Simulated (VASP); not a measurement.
Runs of VASP 6.6.1 on CaO (Lime). It takes space group Fm-3m (No. 225, cubic). The conventional cell has a = 4.775 Å, b = 4.775 Å, c = 4.775 Å, α = 90.00°, β = 90.00°, γ = 90.00°. Around Ca (site symmetry m-3m) lie 6 O at 2.39 Å. Around O (site symmetry m-3m) lie 6 Ca at 2.39 Å. 

| task | level | cell | k mesh | cutoff (eV) | grid for exact exchange (PRECFOCK) | screening parameter | exchange at q = 0 | share of exact exchange | gap on the mesh (eV) | pressure (GPa) |
| --- | --- | --- | --- | --- | --- | --- | --- | --- | --- | --- |
| band structure | HSE06 | Fm-3m, 13.61 Å³/atom | 6 × 6 × 6 | 520 | Fast | 0.2 1/A | - | - | 5.32 | (a) |
| band structure | PBE0 | Fm-3m, 13.61 Å³/atom | 6 × 6 × 6 | 520 | Fast | - | truncated | - | 6.04 | 2.4 |
| band structure | PBE-EpsX | Fm-3m, 13.61 Å³/atom | 6 × 6 × 6 | 520 | Fast | - | truncated | 0.2633 | 6.17 | 2.3 |
| relaxation of cell and atoms | PBEsol | relaxed | 10 × 10 × 10 | 600 | - | - | - | - | 3.53 | 0.0 |
| band structure | PBE | Fm-3m, 13.61 Å³/atom | 6 × 6 × 6 | 520 | Fast | - | - | - | (b) | (c) |

Alike in all rows: potentials or basis VASP PAW PBE potentials, release 64 (Ca_sv, O); no spin polarisation; smearing gaussian 0.03 eV.

Problem. Fill in the values left out.

Solution. (a) 2.5; (b) 3.63; (c) 4.7.

Caveats: the PAW data sets were made with another functional, which shifts forces and pressure a little (some runs).

A k mesh can miss the band edges.
